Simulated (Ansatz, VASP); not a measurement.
# Cross-check of InSe between VASP and Ansatz, part 2 of 2

Wanted: the spread between two codes on one cell, functional and k mesh. The cell is taken from a series of runs on this material, whose earlier steps may have relaxed, scaled, displaced or heated it; both programs get it as it stands.

VASP 6.6.1 and Ansatz 0.2.0.

So far: The starting structure; Ansatz: single point, HSE06.

**3. VASP: single point, HSE06**

Level of this step: HSE06; plane waves and PAW (In_d, Se) (VASP).

The same cell, functional and mesh now go to VASP, with its own data sets.

Lines of VASP's logs that name or quote its potential files are left out, and so is its time.

The run reads the wave functions of an earlier VASP run, which isn't shown here.

INCAR reads:

```
SYSTEM = InSe
PREC = Accurate
ENCUT = 400
EDIFF = 1E-06
NELM = 100
ISMEAR = 0
SIGMA = 0.01
LREAL = .FALSE.
ALGO = Normal
LHFCALC = .TRUE.
AEXX = 0.25
GGA = PE
HFSCREEN = 0.208
LASPH = .TRUE.
NBANDS = 25
PRECFOCK = Fast
LORBIT = 11
LWAVE = .FALSE.
LCHARG = .FALSE.
KPAR = 8
ISIF = 2
```

POSCAR reads:

```
InSe
1.0
    2.0000000000      1.1547005384      8.3166666667
   -2.0000000000      1.1547005384      8.3166666667
    0.0000000000     -2.3094010768      8.3166666667
In Se
2 2
Direct
    0.0000000000      0.0000000000      0.0000000000
    0.1122000000      0.1122000000      0.1122000000
    0.6155000000      0.6155000000      0.6155000000
    0.8300000000      0.8300000000      0.8300000000
```

KPOINTS reads:

```
Automatic mesh
0
Gamma
4 4 4
0 0 0
```

PAW data sets: In_d and Se (PBE family, release 64).

Started as:

```
$ mpirun -np 8 vasp_std
```

Numbers of over 12 decimals in the logs are rounded to 6 here.

Log:

```text
[banner, memory and clock lines left out]
running    8 mpi-ranks, on    1 nodes
 distrk:  each k-point on    1 cores,    8 groups
 distr:  one band on    1 cores,    1 groups

 POSCAR found type information on POSCAR InSe
 POSCAR found :  2 types and       4 ions
|                                                                             |
|           W    W    AA    RRRRR   N    N  II  N    N   GGGG   !!!           |
|           W    W   A  A   R    R  NN   N  II  NN   N  G    G  !!!           |
|           W    W  A    A  R    R  N N  N  II  N N  N  G       !!!           |
|           W WW W  AAAAAA  RRRRR   N  N N  II  N  N N  G  GGG   !            |
|           WW  WW  A    A  R   R   N   NN  II  N   NN  G    G                |
|           W    W  A    A  R    R  N    N  II  N    N   GGGG   !!!           |
|                                                                             |
|     For optimal performance we recommend to set                             |
|       NCORE = 2 up to number-of-cores-per-socket                            |
|     NCORE specifies how many cores store one orbital (NPAR=cpu/NCORE).      |
|     This setting can greatly improve the performance of VASP for DFT.       |
|     The default, NCORE=1 might be grossly inefficient on modern             |
|     multi-core architectures or massively parallel machines. Do your        |
|     Unfortunately you need to use the default for GW and RPA                |
|     calculations (for HF NCORE is supported but not extensively tested      |
|     yet).                                                                   |
|                                                                             |

 LDA part: xc-table for (Slater+PW92), standard interpolation
 found WAVECAR, reading the header
 POSCAR, INCAR and KPOINTS ok, starting setup
 FFT: planning ... GRIDC
 FFT: planning ... GRID_SOFT
 FFT: planning ... GRID
 reading WAVECAR
 the WAVECAR file was read successfully
 initial charge from wavefunction
 entering main loop
       N       E                     dE             d eps       ncg     rms          rms(c)
DAV:   1    -0.170931114596E+02   -0.17093E+02   -0.98908E-01   873   0.107E+01    0.471E+00
DAV:   2    -0.171077120394E+02   -0.14601E-01   -0.10474E-01   705   0.200E+00    0.426E+00
DAV:   3    -0.171055769457E+02    0.21351E-02   -0.10744E-02   918   0.865E-01    0.349E+00
DAV:   4    -0.171051698140E+02    0.40713E-03   -0.16540E-03   783   0.316E-01    0.216E+00
DAV:   5    -0.171050344750E+02    0.13534E-03   -0.20758E-04   887   0.145E-01    0.130E+00
DAV:   6    -0.171049657659E+02    0.68709E-04   -0.57318E-05   942   0.708E-02    0.788E-01
DAV:   7    -0.171049477144E+02    0.18052E-04   -0.25131E-05   831   0.296E-02    0.477E-01
DAV:   8    -0.171049432377E+02    0.44767E-05   -0.43984E-06   644   0.127E-02    0.288E-01
DAV:   9    -0.171049422953E+02    0.94245E-06   -0.13166E-06   434   0.890E-03
   1 F= -.17104942E+02 E0= -.17104942E+02  d E =-.315313E-45
```

From OUTCAR (step 3):

```text
ion  position               nearest neighbor table
   1  0.000  0.000  0.000-   3 2.64   3 2.64   3 2.64   2 2.80
   2  0.112  0.112  0.112-   4 2.64   4 2.64   4 2.64   1 2.80
   3  0.615  0.615  0.615-   1 2.64   1 2.64   1 2.64
   4  0.830  0.830  0.830-   2 2.64   2 2.64   2 2.64

  LATTYP: Found a trigonal (rhomboedric) cell.
 ALAT       =     8.6313543421
 COS(alpha) =     0.8926178500

 Subroutine GETGRP returns: Found  6 space group operations
 (whereof  6 operations were pure point group operations)

The static configuration has the point symmetry C_3v.

 Found     13 irreducible k-points:

   k-points           NKPTS =     13   k-points in BZ     NKDIM =     64   number of bands    NBANDS=     25

   dimension x,y,z NGX =    56 NGY =   56 NGZ =   56
   dimension x,y,z NGXF=   112 NGYF=  112 NGZF=  112

   ENCUT  =  400.0 eV  29.40 Ry    5.42 a.u.  14.08 14.08 14.08*2*pi/ulx,y,z

   NELECT =      38.0000    total number of electrons

 k-points in reciprocal lattice and weights: Automatic mesh
   0.00000000  0.00000000  0.00000000       0.016
   0.25000000  0.00000000  0.00000000       0.094
   0.50000000  0.00000000  0.00000000       0.047
   0.25000000  0.25000000  0.00000000       0.094
   0.50000000  0.25000000  0.00000000       0.188
  -0.25000000  0.25000000  0.00000000       0.094
   0.50000000  0.50000000  0.00000000       0.047
   0.25000000  0.25000000  0.25000000       0.031
   0.50000000  0.25000000  0.25000000       0.094
  -0.25000000  0.25000000  0.25000000       0.094
   0.50000000  0.50000000  0.25000000       0.094
  -0.25000000  0.50000000  0.25000000       0.094
   0.50000000  0.50000000  0.50000000       0.016

  exchange ACFDT corr.  =         0.00000000  see jH, gK, PRB 81, 115126

 average (electrostatic) potential at core
       1 -90.9081       2 -90.9065       3 -50.2307       4 -50.2315

 E-fermi :   3.9705

 k-point     1 :       0.0000    0.0000    0.0000
  band No.  band energies     occupation
    ...
     15       2.1856      2.00000
     16       2.3467      2.00000
     17       2.3467      2.00000
     18       2.4862      2.00000
     19       2.4862      2.00000
     20       6.3627      0.00000
     21       6.7158      0.00000
     22       9.0510      0.00000
     23       9.0510      0.00000
     24       9.8044      0.00000
    ...

 k-point     2 :       0.2500    0.0000    0.0000
  band No.  band energies     occupation
    ...
     15      -0.0059      2.00000
     16       1.6562      2.00000
     17       1.7031      2.00000
     18       1.9068      2.00000
     19       2.7302      2.00000
     20       6.5230      0.00000
     21       6.8095      0.00000
     22       8.6388      0.00000
     23       8.9351      0.00000
     24       9.4206      0.00000
    ...

 k-point     3 :       0.5000    0.0000    0.0000
  band No.  band energies     occupation
    ...
     15       0.0025      2.00000
     16       1.1912      2.00000
     17       1.2126      2.00000
     18       1.3893      2.00000
     19       2.0448      2.00000
     20       5.5845      0.00000
     21       6.5927      0.00000
     22       8.2486      0.00000
     23       8.6035      0.00000
     24       9.4498      0.00000
    ...

  Total        1.0378618      1.0378618      0.4639138      0.0000000      0.0000000      0.0000000
  in kB       14.4294635     14.4294635      6.4498261      0.0000000      0.0000000      0.0000000
  external PRESSURE =      11.7695843 kB  Pullay stress =       0.0000000 kB

  energy-cutoff  :      400.00
  volume of cell :      115.24
      direct lattice vectors                 reciprocal lattice vectors
     2.000000000  1.154700538  8.316666667     0.250000000  0.144337567  0.040080160
    -2.000000000  1.154700538  8.316666667    -0.250000000  0.144337567  0.040080160
     0.000000000 -2.309401077  8.316666667     0.000000000 -0.288675135  0.040080160

 POSITION                                       TOTAL-FORCE (eV/Angst)
 -----------------------------------------------------------------------------------
      0.00000      0.00000      0.00000         0.000000     -0.000000      0.014218
      0.00000      0.00000      2.79939         0.000000     -0.000000     -0.012307
      0.00000      0.00000     15.35673         0.000000     -0.000000      0.146292
      0.00000      0.00000     20.70850         0.000000      0.000000     -0.148203
 -----------------------------------------------------------------------------------
    total drift:                               -0.000016     -0.000004     -0.000045

  FREE ENERGIE OF THE ION-ELECTRON SYSTEM (eV)
  ---------------------------------------------------
  free  energy   TOTEN  =       -17.1049422953 eV

  energy  without entropy=      -17.1049422953  energy(sigma->0) =      -17.10494230

 total charge
# of ion       s       p       d       tot
------------------------------------------
    1        0.869   0.686   9.899  11.455
    2        0.869   0.688   9.899  11.456
    3        1.482   2.396   0.024   3.901
    4        1.481   2.397   0.024   3.902
--------------------------------------------------
tot          4.702   6.167  19.846  30.714

[... 3 further parts left out ...]
```

The k-mesh is coarse for exact exchange; levels may shift by about 0.1 eV on a finer one.

**4. Differences**

Known differences besides the potentials themselves: exact exchange at q = 0 is treated differently, which shows on coarse meshes; VASP keeps PBE cores, Ansatz makes them for the functional; fixed occupations in Ansatz, narrow Gaussian smearing in VASP; the data sets hold 58 valence electrons in Ansatz (on its default PAW (the set named soft_2) files) and 38 in VASP; the cutoff is 420 eV in Ansatz and 400 eV in VASP; VASP takes a coarser grid for exact exchange (PRECFOCK = Fast). Total energies have different zeros and are not compared.

Both answers:

| quantity | Ansatz | VASP | difference |
| --- | --- | --- | --- |
| gap on the k mesh (eV) | 1.129 | 1.120 | +0.009 |

A gap on the mesh is an upper bound, since the band edges may lie between its points.

**5. Summary of results**

- difference in gap on the k mesh (single point, HSE06): 0.0088 eV

**Reading.** The difference in gap on the k mesh is 0.0088 eV (single point, HSE06), within the 0.08 eV picked in this series as the mark of a large difference. The data sets hold unlike numbers of valence electrons (58 in Ansatz and 38 in VASP), so part of the differences comes from the potentials. How closely two codes agree says nothing of how well the functional describes the real material.

[Lines on the potential files, build, host, timing and source positions are cut from VASP's logs without a mark.]

[Logs are printed without paths, hosts, clocks, repeated set-up lines and the standing remarks that a program may print on its own settings, such as how far it seeks lower states.]

[Hosts, paths, dates, database ids (printed as entryN), source tags and the programs' standing remarks are cut or masked in the printed files.]
